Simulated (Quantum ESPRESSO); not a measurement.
# InPd: relaxation of cell and atoms with PBEsol

The system is InPd.

```
In Pd
1.0
     3.27188    0.00000    0.00000
     0.00000    3.27188    0.00000
     0.00000    0.00000    3.27188
In Pd
1 1
Cartesian
  0.0000 0.0000 0.0000
  1.6359 1.6359 1.6359
```

The cell comes from a database or a generator and needn't be the stable form of this composition.

* Program: Quantum ESPRESSO 7.5
* Task: relaxation of cell and atoms
* Functional: PBEsol
* Potentials or basis: GBRV 1.5 PBEsol
* Cutoff: 871 eV
* Density cutoff: 7007 eV
* k mesh: 8 × 8 × 8
* Occupations: fermi-dirac, width 0.05 eV
* Spin: no spin polarisation
* Target pressure: 5 GPa
* Mixing beta: 0.5
* Most SCF iterations: 120
* SCF threshold: 4e-10 Ry
* Most ionic steps: 40
* Forc conv thr: 0.0004 Ry/bohr
* Etot conv thr: 1e-05 Ry
* Ion dynamics: bfgs
* Cell dynamics: bfgs
* Press conv thr: 0.3 kbar

```
Relaxed volume                                         : 16.40 Å³/atom
Relaxed cell                                           : a = 3.201 Å, b = 3.201 Å, c = 3.201 Å, α = 90.00°, β = 90.00°, γ = 90.00°
Space group after relaxing (to 0.05 Å)                 : Pm-3m (No. 221)
Energy change on relaxing (the enthalpy is what falls) : +0.1 meV/atom
Ionic steps                                            : 5
Pressure after relaxing                                : 5.2 GPa
Band gap on the k mesh                                 : none (metal or under the smearing width)
```

The path:
```
step  energy change (eV)  largest force (eV/Å)  pressure (GPa)  volume (Å³)
   1              0.0000                0.0000           -4.29        35.03
   2             -0.0128                0.0000            2.13        33.39
   3              0.0033                0.0000            5.51        32.71
   4              0.0000                0.0000            4.98        32.81
   5              0.0001                0.0000            5.00        32.81
```

Final structure:
```
In Pd
1.0
     3.20134    0.00000    0.00000
     0.00000    3.20134    0.00000
     0.00000    0.00000    3.20134
In Pd
1 1
Direct
  0.00000 0.00000 0.00000
  0.50000 0.50000 0.50000
```

Levels at points of the mesh, in eV from the Fermi level:
| k point | band 13 | band 14 | band 15 | band 16 | band 17 | band 18 |
| --- | --- | --- | --- | --- | --- | --- |
| (0.00, 0.00, 0.00) | -2.33 | -2.33 | 4.38 | 4.38 | 4.38 | 10.29 |
| (0.00, 0.00, -0.50) | -3.46 | -2.44 | -1.07 | 10.19 | 10.19 | 10.38 |
| (0.00, -0.50, -0.50) | -2.52 | -2.52 | -1.70 | 1.88 | 2.79 | 10.05 |
| (-0.50, -0.50, -0.50) | -1.65 | 0.26 | 3.99 | 3.99 | 3.99 | 4.75 |

Wall time 56 s on 2 MPI ranks on Arm Neoverse V2, with other jobs on the host, peak memory 0.3 GiB a rank.
